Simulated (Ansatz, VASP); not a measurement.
## Rh: VASP beside Ansatz

Contents of POSCAR:

```
Rh
1.0
    0.0000000000      1.9008071574      1.9008071574
    1.9008071574      0.0000000000      1.9008071574
    1.9008071574      1.9008071574      0.0000000000
Rh
1
Direct
    0.0000000000      0.0000000000      0.0000000000
```

Contents of INCAR.step1:

```
SYSTEM = Rh
PREC = Accurate ; ENCUT = 520
ISMEAR = 0 ; SIGMA = 0.1
LREAL = .FALSE. ; LASPH = .TRUE.
NELM = 60 ; NBANDS = 14
GGA = PE ; ALGO = Normal
EDIFF = 1E-4 ; LWAVE = .TRUE.
LCHARG = .FALSE.
```

INCAR.step2

```
SYSTEM = Rh
PREC = Accurate ; ENCUT = 520
EDIFF = 1E-6 ; ISMEAR = 0
SIGMA = 0.1 ; LREAL = .FALSE.
LASPH = .TRUE. ; NELM = 60
ALGO = Normal ; ISIF = 2
LWAVE = .FALSE. ; LCHARG = .TRUE.
METAGGA = R2SCAN ; LMIXTAU = .TRUE.
LELF = .TRUE. ; LVHAR = .TRUE.
NBANDS = 14 ; ISTART = 1
```

KPOINTS

```
regular mesh
0
G
  14 14 14
  0 0 0
```

Input for Ansatz:

```yaml
crystal:
  lattice:
    - [0.0, 1.9008071574, 1.9008071574]
    - [1.9008071574, 0.0, 1.9008071574]
    - [1.9008071574, 1.9008071574, 0.0]
  atoms:
    - { symbol: Rh, position: [0.0, 0.0, 0.0] }
hamiltonian:
  xc: r2scan
  pseudopotentials:
    kind: paw
    azcp:
      Rh: "pseudopotentials/Rh.paw.azcp"
basis:
  ecutwfc: 500
  fft_grid_basis: typed
kpoints:
  mp_grid: { grid: [14, 14, 14], shift: [0, 0, 0] }
magnetization:
  spin_polarized: false
scf:
  occupations: { method: gaussian, width: 0.1 }
  lower_state_search: "off"
output:
  stress: true
```

Alike in both runs: task single point; functional r2SCAN; k mesh 14 × 14 × 14; occupations gaussian, width 0.1 eV; no spin polarisation.

```csv
,VASP,Ansatz
version,VASP 6.6.1,Ansatz 0.2.0
potentials or method,"VASP PAW PBE potentials, release 64 (Rh_pv)","plane waves (500 eV) with PAW, scalar-relativistic"
plane-wave cutoff (eV),520,500
valence electrons in the cell,15,17
```

```tsv
	VASP	Ansatz	Ansatz less VASP
pressure (GPa)	0.9	-0.3	-1.20
```

The two sets of potentials don't hold the same shells in valence.

Caveats: the PAW data sets were made with another functional, which shifts forces and pressure a little (VASP).
